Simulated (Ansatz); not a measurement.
# Deforming ZnCu

```
CELL_PARAMETERS angstrom
2.94500 0.00000 0.00000
0.00000 2.94500 0.00000
0.00000 0.00000 2.94500
ATOMIC_POSITIONS crystal
Zn 0.50000 0.50000 0.50000
Cu 0.00000 0.00000 0.00000
```

Atoms are numbered in the order listed.

Conventional cell: a = 2.945 Å, b = 2.945 Å, c = 2.945 Å, α = 90.00°, β = 90.00°, γ = 90.00°. Zn (atom 1) is surrounded by 8 Cu at 2.55 Å. Cu (atom 2) has 8 Zn at 2.55 Å as nearest neighbours.

The cell is COD entry 9008814, as deposited and not checked against the literature; nothing was relaxed.

Computed with DFT, PBE, all-electron PAW with datasets made for the crystal, scalar-relativistic in Ansatz 0.2.0.

Sampling and basis: a Γ-centred 14×14×14 k mesh, Fermi–Dirac smearing of 0.05 eV, cutoff 300 eV (chosen by the program for this cell), no spin polarisation.

The unchanged cell is at 2.25 GPa, so energy changes include a term −P ΔV where the volume moves.

In a metal, stresses and small energies carry noise from the k mesh.

x, y and z are the Cartesian axes of the cell as listed; fractional coordinates follow a strain, and an engineering shear is twice the off-diagonal strain component.

Problem. With this change (xy engineering shear strain of +4 %), what becomes of the energy and stress?

Solution. Energy change +6 meV/atom; stress change (xx, yy, zz, yz, xz, xy) 0.18, 0.18, 0.39, 0.00, 0.00, -3.93 GPa, compression positive.

Problem. With this change (x and y strained by +1 %, z held), what becomes of the energy and stress?

Solution. Energy change -1 meV/atom; stress change (xx, yy, zz, yz, xz, xy) -2.57, -2.57, -2.03, 0.00, 0.00, 0.00 GPa, compression positive.

With atom 2 (Cu) moved by (0.2000, 0.0000, 0.0000) Å: energy change +48 meV/atom; stress change (xx, yy, zz, yz, xz, xy) 0.70, 2.96, 2.96, 0.00, 0.00, 0.00 GPa, compression positive; change of the force on Cu2 (-0.958, 0.000, 0.000) eV/Å.

Problem. What force constant does this one finite step give for Cu2 along its displacement (all its periodic images move with it)?

Solution. k = −ΔF·u/|u|² = 4.79 eV/Å², so the force pulls the atom back.
